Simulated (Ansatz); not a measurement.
The system is CoO.

```xyz
2
Lattice="-1.5080 1.5080 2.1072 1.5080 -1.5080 2.1072 1.5080 1.5080 -2.1072" Properties=species:S:1:pos:R:3 pbc="T T T"
Co    0.0000    0.0000    0.0000
O     0.0000    0.0000    2.1072
```

Base run:

- Program: Ansatz 0.2.0
- Functional: PBE
- Potentials or basis: Ansatz PAW
- Cutoff: 420 eV (not typed: the program's choice for these potentials)
- k mesh: 12 × 12 × 12
- Occupations: fermi-dirac, width 0.05 eV
- Spin: collinear spin, random start
- Starting moments: [1.71, 0.0] μB

Its results: band gap on the k mesh none (metal or under the smearing width); pressure 0.0 GPa.

Q: The run is repeated on the same cell with these changes: spin from collinear spin, random start to no spin polarisation. What comes out?

A: Band gap on the k mesh none (metal or under the smearing width); pressure -18.2 GPa.

Caveats: semilocal functionals often make such compounds metallic where correlation or magnetic order opens a gap, which also shifts bond lengths; a cell with one magnetic atom can't hold antiferromagnetic order, which such compounds often take (some runs); an odd number of electrons without spin polarisation forces a metal (some runs); a magnetic or distorted state may lie lower (some runs).
